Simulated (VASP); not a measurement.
Input of a VASP 6.6.1 run:

File INCAR:

```
AGGAC    = 0.0          
ALGO     = Fast           # electronic algorithm
EDIFF    = 1E-6           # SCF threshold, eV
ENCUT    = 520            # plane-wave cutoff, eV
GGA      = MK             # functional
ISIF     = 2              # what is computed and relaxed
ISMEAR   = -1             # smearing method
LASPH    = T              # aspherical terms in the spheres
LCHARG   = F              # write CHGCAR
LREAL    = F              # projectors in reciprocal space
LUSE_VDW = T            
LWAVE    = F              # write WAVECAR
NBANDS   = 20             # bands
NELM     = 60             # most SCF steps
PARAM1   = 0.1234       
PARAM2   = 1.0          
PREC     = Accurate       # precision mode
SIGMA    = 0.05           # smearing width, eV
```

Contents of KPOINTS:

```
k-points
0
Gamma
  8 8 1
```

File POSCAR:

```
MoS2
1.0
    3.1610000000      0.0000000000      0.0000000000
   -1.5805000000      2.7375063014      0.0000000000
    0.0000000000      0.0000000000     21.1300000000
S Mo
2 1
Direct
    0.6666666667      0.3333333333      0.4259346900
    0.6666666667      0.3333333333      0.5740653100
    0.3333333333      0.6666666667      0.5000000000
```

Potentials or basis: VASP PAW PBE potentials, release 64 (S, Mo_sv).

The run is started by

```sh
$ cat potpaw_PBE.64/S/POTCAR potpaw_PBE.64/Mo_sv/POTCAR > POTCAR
$ mpirun -np 1 vasp_std > vasp.out
```

Predict the largest force.

0.085 eV/Å.

What does it give for the band gap on the k mesh?

1.99 eV, indirect (least direct gap 2.06 eV).

Forces on the atoms (eV/Å):
```
S    0.000  0.000 -0.085
S    0.000  0.000  0.085
Mo   0.000  0.000  0.000
```

Caveat: the PAW data sets were made with another functional, which shifts forces and pressure a little.
